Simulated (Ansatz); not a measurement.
Runs of Ansatz 0.2.0 on FeO (Wuestite). Symmetry: R-3m, No. 166, trigonal system. Conventional cell: a = 3.038 Å, b = 3.038 Å, c = 7.559 Å, α = 90.00°, β = 90.00°, γ = 120.00°. Around Fe (site symmetry -3m) lie 6 O at 2.16 Å. O (site symmetry -3m) is surrounded by 6 Fe at 2.16 Å. 

```csv
task,level,potentials or basis,cutoff (eV),smearing,basis error allowed,gap on the mesh (eV),pressure (GPa),moment (μB)
band structure,PBEsol,"all-electron LAPW, inner shells corrected to Dirac's equation",348,fermi-dirac 0.05 eV,0.001 eV/atom,-,-9.5,4.00
single point,PBE,"all-electron LAPW, scalar-relativistic",348,gaussian 0.05 eV,0.001 eV/atom,none,-1.3,4.00
single point,PBEsol,"all-electron LAPW, scalar-relativistic",348,fermi-dirac 0.05 eV,0.001 eV/atom,none,-9.5,4.00
band structure,LDA,"all-electron LAPW, scalar-relativistic",348,fermi-dirac 0.05 eV,0.001 eV/atom,-,(a),4.00
```

Alike in all rows: spin collinear, ferromagnetic start; cell as given; k mesh 11 × 11 × 11.

Task: Fill in the values left out.

Result: (a) -16.4.

Caveats: a cell with one magnetic atom can't hold antiferromagnetic order, which such compounds often take; semilocal functionals often make such compounds metallic where correlation or magnetic order opens a gap, which also shifts bond lengths.

A k mesh can miss the band edges.

A gap of «none» marks a metal or a gap under the smearing width.

Not every run made on this cell is shown here.
